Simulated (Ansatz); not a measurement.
SnO2: do energies and stresses tell the same story?

All numbers below come from DFT PBE, scalar-relativistic, plane waves, PAW (Ansatz).

Cutoff 420 eV; k points 6×6×8 on the computed 6-atom cell (Γ-centred); Gaussian smearing, width 0.02 eV; no spin polarisation.

Relaxed cell: P4_2/mnm, a = 4.827 Å, b = 4.827 Å, c = 3.238 Å, α = 90.00°, β = 90.00°, γ = 90.00°, 6 atoms in the primitive cell.

Energies at zero smearing and pressures from the stress tensor, at volumes with shape and atoms relaxed:
| V (Å³/atom) | E − E(first) (meV/atom) | P (GPa) |
| --- | --- | --- |
| 11.067 | 0.00 | 29.98 |
| 11.445 | -58.88 | 20.34 |
| 11.822 | -97.00 | 12.28 |
| 12.199 | -117.76 | 5.57 |
| 12.577 | -124.09 | 0.00 |
| 12.954 | -118.60 | -4.55 |
| 13.331 | -103.44 | -8.20 |
| 13.834 | -71.78 | -11.79 |

Question: Check P = −dE/dV between neighbouring volumes, and get the bulk modulus from the pressures alone.

Answer: With 1 eV/Å³ = 160.2 GPa:
| middle V (Å³/atom) | −ΔE/ΔV (GPa) | mean P (GPa) |
| --- | --- | --- |
| 11.256 | 25.001 | 25.161 |
| 11.633 | 16.189 | 16.310 |
| 12.011 | 8.815 | 8.923 |
| 12.388 | 2.689 | 2.785 |
| 12.765 | -2.333 | -2.272 |
| 13.143 | -6.435 | -6.373 |
| 13.583 | -10.083 | -9.994 |

The two differ by 0.16 GPa at most. The mean of two end pressures misses the average over a step by about ΔV² P″/12, up to 0.14 GPa here; with that taken off 0.03 GPa remains, from the finite cutoff, the mesh or the relaxation's tolerance. Around V = 12.577 Å³/atom, the two neighbours give B = −V ΔP/ΔV = 12.577 × 10.12 / 0.755 = 168.6 GPa, against B0 = 165.1 GPa from the Birch–Murnaghan fit of the energies.